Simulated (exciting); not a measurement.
# Sn (Immm) in exciting: single point with PBE (libxc)

Aim: the single point of Sn with PBE (libxc).

Everything below comes from runs of exciting (release sodium). Logs are shortened: lines on timing, memory, paths and dates and some standing lists are left out, and cuts for length are marked.

## Step 1: The crystal as given

The structure is orthorhombic, space group Immm (No. 71). The conventional cell has a = 3.453 Å, b = 3.551 Å, c = 4.677 Å, α = 90.00°, β = 90.00°, γ = 90.00°. Sn (site symmetry mmm) has 12 Sn at 3.41 to 3.55 Å as nearest neighbours.

This isn't the form of Sn at room conditions, which is tetragonal (white tin).

## Step 2: Single point, PBE (libxc), spin-orbit coupling, no magnetisation

Contents of run_exciting.py:

```python
import subprocess
import xml.etree.ElementTree as ET
from ase.io import read
from ase.units import Bohr

atoms = read("Sn.cif")
rmt = {'Sn': 2.3}  # bohr
tasks = """
<groundstate do="fromscratch" ngridk="9 9 9" rgkmax="9" gmaxvr="14" lmaxapw="10" lmaxmat="10" lmaxvr="8" stype="Fermi Dirac" swidth="0.00367493" nempty="16" ValenceRelativity="iora*" epsengy="1e-05" epspot="1e-05" maxscl="60" tforce="true" outputlevel="normal">
  <libxc exchange="XC_GGA_X_PBE" correlation="XC_GGA_C_PBE"/>
  <spin spinorb="true"/>
</groundstate>
"""

root = ET.Element("input")
ET.SubElement(root, "title").text = "Sn"
structure = ET.SubElement(root, "structure", speciespath="./", tshift="false")
crystal = ET.SubElement(structure, "crystal", scale="1.0")
for vector in atoms.cell / Bohr:
    ET.SubElement(crystal, "basevect").text = " ".join(f"{x:.12f}" for x in vector)
symbols = atoms.get_chemical_symbols()
for element in dict.fromkeys(symbols):
    species = ET.SubElement(structure, "species", speciesfile=element + ".xml", rmt=str(rmt[element]))
    for symbol, position in zip(symbols, atoms.get_scaled_positions(wrap=False)):
        if symbol == element:
            ET.SubElement(species, "atom", coord=" ".join(f"{x:.12f}" for x in position))
root.extend(ET.fromstring("<tasks>" + tasks + "</tasks>"))
ET.indent(root)
ET.ElementTree(root).write("input.xml")
subprocess.run(["exciting_smp"], check=True)
```

Contents of Sn.cif:

```cif
data_Sn
_cell_length_a 3.40607507
_cell_length_b 3.40607507
_cell_length_c 3.40607507
_cell_angle_alpha 119.08489763
_cell_angle_beta 117.16258755
_cell_angle_gamma 93.28931711
_space_group_name_H-M_alt 'P1'
_space_group_name_Hall 'P 1'
_space_group_IT_number 1
loop_
_space_group_symop_operation_xyz
'x,y,z'
loop_
_atom_site_label
_atom_site_type_symbol
_atom_site_symmetry_multiplicity
_atom_site_Wyckoff_symbol
_atom_site_fract_x
_atom_site_fract_y
_atom_site_fract_z
_atom_site_occupancy
Sn1 Sn 1 a 0.0000000000 0.0000000000 0.0000000000 1
```

Potentials or basis: all-electron LAPW+lo, shipped species files, valence relativity iora*.

On the command line:

```bash
$ OMP_NUM_THREADS=1 python run_exciting.py
```

Output:

```text
================================================================================
EXCITING SODIUM started
[... 10 lines left out ...]

 Lattice vectors (cartesian) :
      6.4365490463      0.0000000000      0.0000000000
     -0.3693155615      6.4259450388      0.0000000000
     -2.9383944926     -3.3028792360      4.6782464861

 Reciprocal lattice vectors (cartesian) :
      0.9761729868      0.0561031681      0.6527410059
     -0.0000000000      0.9777838542      0.6903231796
      0.0000000000     -0.0000000000      1.3430641857

 Unit cell volume                           :     193.4965337926
 Brillouin zone volume                      :       1.2819362114

 Species :    1 (Sn)
     parameters loaded from                 :    Sn.xml
     name                                   :    tin
     nuclear charge                         :     -50.00000000
     electronic charge                      :      50.00000000
     atomic mass                            :  216395.09200000
     muffin-tin radius                      :       2.30000000
     # of radial points in muffin-tin       :     400

     atomic positions (lattice) :
       1 :   0.00000000  0.00000000  0.00000000

 Total number of atoms per unit cell        :       1

 Spin treatment                             :    spin-polarised
 Spin-orbit coupling is included
 Global magnetic field (cartesian) :        0.00000000   0.00000000   0.00000000
 non-collinear magnetisation

 Number of Bravais lattice symmetries       :       8
 Number of crystal symmetries               :       8

 k-point grid                               :       9    9    9
 Total number of k-points                   :     125
 k-point set is reduced with crystal symmetries

 R^MT_min * |G+k|_max (rgkmax)              :       9.00000000
 Species with R^MT_min                      :       1 (Sn)
 Maximum |G+k| for APW functions            :       3.91304348
 Maximum |G| for potential and density      :      14.00000000

 G-vector grid sizes                        :      30    30    30
 Total number of G-vectors                  :    8995

 Maximum angular momentum used for
     APW functions                          :      10
     computing H and O matrix elements      :      10
     potential and density                  :       8
     inner part of muffin-tin               :       2

 Total nuclear charge                       :     -50.00000000
 Total electronic charge                    :      50.00000000
 Total core charge                          :      30.00000000
 Total valence charge                       :      20.00000000

 Number of empty states                     :      16
 Total number of valence states             :      54

 Maximum Hamiltonian size                   :     221
 Maximum number of plane-waves              :     204
 Total number of local-orbitals             :      17

 Exchange-correlation type                  :     100
     libxc; exchange: Perdew, Burke & Ernzerhof; correlation: Perdew, Burke & Ernzerhof (see libxc for references)

 Smearing scheme                            :    Fermi-Dirac
 Smearing width                             :       0.00367493

 Using multisecant Broyden potential mixing
[... 16 lines left out ...]
+ SCF iteration number :    1                                                  +
++++++++++++++++++++++++++++++++++++++++++++++++++++++++++++++++++++++++++++++++
 Total energy                               :     -6177.48529610
 _______________________________________________________________
 Fermi energy                               :         0.25104356
 Kinetic energy                             :      6506.37170305
 Coulomb energy                             :    -12518.54671193
 Exchange energy                            :      -162.61080690
 Correlation energy                         :        -2.69948033
 No external B-field energy in total energy

 DOS at Fermi energy (states/Ha/cell)       :        13.84363747

 Electron charges :
     core                                   :        30.00000000
     core leakage                           :         0.00039674
     valence                                :        20.00000000
     interstitial                           :         2.68862621
     charge in muffin-tin spheres :
                  atom     1    Sn          :        47.31137379
     total charge in muffin-tins            :        47.31137379
     total charge                           :        50.00000000

 Moments :
     interstitial                 :     0.00000000     0.00000000    -0.00000000
     moment in muffin-tin spheres :
         atom     1    Sn         :    -0.00000000     0.00000000    -0.00000000
     total moment in muffin-tins  :    -0.00000000     0.00000000    -0.00000000
     total moment                 :    -0.00000000     0.00000000    -0.00000000

++++++++++++++++++++++++++++++++++++++++++++++++++++++++++++++++++++++++++++++++
+ SCF iteration number :    2                                                  +
++++++++++++++++++++++++++++++++++++++++++++++++++++++++++++++++++++++++++++++++
 Total energy                               :     -6178.25644737
 _______________________________________________________________
 Fermi energy                               :         0.24865307
 Kinetic energy                             :      6505.82139058
 Coulomb energy                             :    -12518.75324473
 Exchange energy                            :      -162.62498453
 Correlation energy                         :        -2.69960869
 No external B-field energy in total energy

 DOS at Fermi energy (states/Ha/cell)       :        13.72491933

 Electron charges :
     core                                   :        30.00000000
     core leakage                           :         0.00039462
     valence                                :        20.00000000
     interstitial                           :         2.68248376
     charge in muffin-tin spheres :
                  atom     1    Sn          :        47.31751624
     total charge in muffin-tins            :        47.31751624
     total charge                           :        50.00000000

 Moments :
     interstitial                 :    -0.00000000    -0.00000000    -0.00000000
     moment in muffin-tin spheres :
         atom     1    Sn         :    -0.00000000     0.00000000     0.00000000
     total moment in muffin-tins  :    -0.00000000     0.00000000     0.00000000
     total moment                 :    -0.00000000    -0.00000000    -0.00000000

 RMS change in effective potential (target) :  0.143984E-01  ( 0.100000E-04)
 Absolute change in total energy   (target) :  0.771151      ( 0.100000E-04)
 Charge distance                   (target) :  0.353841E-03  ( 0.100000E-04)
 Abs. change in max-nonIBS-force   (target) :   0.00000      ( 0.500000E-04)

++++++++++++++++++++++++++++++++++++++++++++++++++++++++++++++++++++++++++++++++
+ SCF iteration number :    3                                                  +
++++++++++++++++++++++++++++++++++++++++++++++++++++++++++++++++++++++++++++++++
 Total energy                               :     -6178.66458843
 _______________________________________________________________
 Fermi energy                               :         0.24677934
 Kinetic energy                             :      6505.48285340
 Coulomb energy                             :    -12518.81616860
 Exchange energy                            :      -162.63160511
 Correlation energy                         :        -2.69966812
 No external B-field energy in total energy
[... 337 lines left out ...]
 Moments :
     interstitial                 :    -0.00000000    -0.00000000    -0.00000000
     moment in muffin-tin spheres :
         atom     1    Sn         :    -0.00000000     0.00000000    -0.00000000
     total moment in muffin-tins  :    -0.00000000     0.00000000    -0.00000000
     total moment                 :    -0.00000000    -0.00000000    -0.00000000

 RMS change in effective potential (target) :  0.184139E-08  ( 0.100000E-04)
 Absolute change in total energy   (target) :  0.418037E-05  ( 0.100000E-04)
 Charge distance                   (target) :  0.307248E-08  ( 0.100000E-04)
 Abs. change in max-nonIBS-force   (target) :   0.00000      ( 0.500000E-04)

++++++++++++++++++++++++++++++++++++++++++++++++++++++++++++++++++++++++++++++++
+ SCF iteration number :   13                                                  +
++++++++++++++++++++++++++++++++++++++++++++++++++++++++++++++++++++++++++++++++
 Total energy                               :     -6179.08930827
 _______________________________________________________________
 Fermi energy                               :         0.24208169
 Kinetic energy                             :      6504.96239010
 Coulomb energy                             :    -12518.71730954
 Exchange energy                            :      -162.63469808
 Correlation energy                         :        -2.69969075
 No external B-field energy in total energy

 DOS at Fermi energy (states/Ha/cell)       :        13.55647496

 Electron charges :
     core                                   :        30.00000000
     core leakage                           :         0.00039190
     valence                                :        20.00000000
     interstitial                           :         2.67371072
     charge in muffin-tin spheres :
                  atom     1    Sn          :        47.32628928
     total charge in muffin-tins            :        47.32628928
     total charge                           :        50.00000000

 Moments :
     interstitial                 :    -0.00000000    -0.00000000    -0.00000000
     moment in muffin-tin spheres :
         atom     1    Sn         :    -0.00000000     0.00000000     0.00000000
     total moment in muffin-tins  :    -0.00000000     0.00000000     0.00000000
     total moment                 :    -0.00000000    -0.00000000    -0.00000000

 RMS change in effective potential (target) :  0.214559E-08  ( 0.100000E-04)
 Absolute change in total energy   (target) :  0.124448E-06  ( 0.100000E-04)
 Charge distance                   (target) :  0.628442E-09  ( 0.100000E-04)
 Abs. change in max-nonIBS-force   (target) :   0.00000      ( 0.500000E-04)

++++++++++++++++++++++++++++++++++++++++++++++++++++++++++++++++++++++++++++++++
| Convergency criteria checked for the last 2 iterations                       +
| Convergence targets achieved. Performing final SCF iteration                 +
++++++++++++++++++++++++++++++++++++++++++++++++++++++++++++++++++++++++++++++++
 Total energy                               :     -6179.08930927
 _______________________________________________________________
 Fermi energy                               :         0.24208168
 Kinetic energy                             :      6504.96238971
 Coulomb energy                             :    -12518.71731012
 Exchange energy                            :      -162.63469811
 Correlation energy                         :        -2.69969075
 No external B-field energy in total energy

 DOS at Fermi energy (states/Ha/cell)       :        13.55647487

 Electron charges :
     core                                   :        30.00000000
     core leakage                           :         0.00039190
     valence                                :        20.00000000
     interstitial                           :         2.67371071
     charge in muffin-tin spheres :
                  atom     1    Sn          :        47.32628929
     total charge in muffin-tins            :        47.32628929
     total charge                           :        50.00000000

 Moments :
     interstitial                 :    -0.00000000    -0.00000000    -0.00000000
     moment in muffin-tin spheres :
         atom     1    Sn         :    -0.00000000     0.00000000     0.00000000
     total moment in muffin-tins  :    -0.00000000     0.00000000     0.00000000
     total moment                 :    -0.00000000    -0.00000000    -0.00000000

++++++++++++++++++++++++++++++++++++++++++++++++++++++++++++++++++++++++++++++++
+ Self-consistent loop stopped                                                 +
++++++++++++++++++++++++++++++++++++++++++++++++++++++++++++++++++++++++++++++++
 STATE.OUT is written

--------------------------------------------------------------------------------
- Writing atomic positions and forces                                          -
--------------------------------------------------------------------------------

 Atomic positions (lattice) :
 atom     1  Sn  :     0.00000000    0.00000000    0.00000000

 Total atomic forces including IBS (cartesian) :
 atom     1  Sn  :     0.00000000    0.00000000    0.00000000

 Atomic force components including IBS (cartesian) :
 atom     1  Sn  :     0.00000000    0.00000000    0.00000000   HF force
                 :     0.00000000    0.00000000    0.00000000   core correction
                 :     0.00000000    0.00000000    0.00000000   IBS correction

********************************************************************************
[... 7 lines left out ...]
| EXCITING SODIUM stopped                                                      =
================================================================================
```

Run time: 2.9 min. Hardware: 1 thread of Arm Neoverse V2, shared host; peak memory 0.13 GiB.

What came out:

| Item | Value |
| --- | --- |
| Band gap on the k mesh | none (metal or under the smearing width) |
| All electrons inside the program's atomic spheres | Sn 47.33 (radii Sn 2.3 bohr) |
| Density of states at the Fermi level | 0.50 states/eV per cell |

Caveat: total energies with spin-orbit coupling aren't reliable in this program, so none is listed and the log's shouldn't be used.

## Step 3: The reference run

An earlier run on the cell as given: functional PBE; potentials or basis all-electron LAPW+lo, shipped species files, valence relativity iora*; rgkmax 9; k mesh 11 × 11 × 11; occupations fermi-dirac, width 0.05 eV; no spin polarisation.

- Band gap on the k mesh: none (metal or under the smearing width)
- All electrons inside the program's atomic spheres: Sn 47.32 (radii Sn 2.3 bohr)
